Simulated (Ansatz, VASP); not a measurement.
**Two plane-wave programs on HfB**

```
Hf B
1.0
     0.00000    2.31000    2.31000
     2.31000    0.00000    2.31000
     2.31000    2.31000    0.00000
Hf B
1 1
Direct
  0.50000 0.50000 0.50000
  0.00000 0.00000 0.00000
```

Alike in both runs: task electric field gradients; functional LDA; k mesh 15 × 15 × 15; occupations fermi-dirac, width 0.05 eV; no spin polarisation.

|  | VASP | Ansatz |
| --- | --- | --- |
| version | VASP 6.6.1 | Ansatz 0.2.0 |
| potentials or method | VASP PAW LDA potentials, release 64 (Hf_pv, B) | PAW with Ansatz's default frozen-core files, scalar-relativistic |
| plane-wave cutoff (eV) | 520 | 420 |
| valence electrons in the cell | 13 | 29 |

|  | VASP | Ansatz | Ansatz less VASP |
| --- | --- | --- | --- |
| pressure (GPa) | 20.0 | 18.2 | -1.80 |
| Vzz of the field gradient on the site that differs most (V/Å²) | 0.0 | 0.0 | 0.00 |

The two sets of potentials don't hold the same shells in valence. Ansatz warned: «gradients_without_spin_orbit».

Caveats: so large a pressure means that the cell lies far from this level's equilibrium, or that cutoff or potentials fall short (VASP). Spin-orbit coupling is left out, which matters for the levels of Hf.
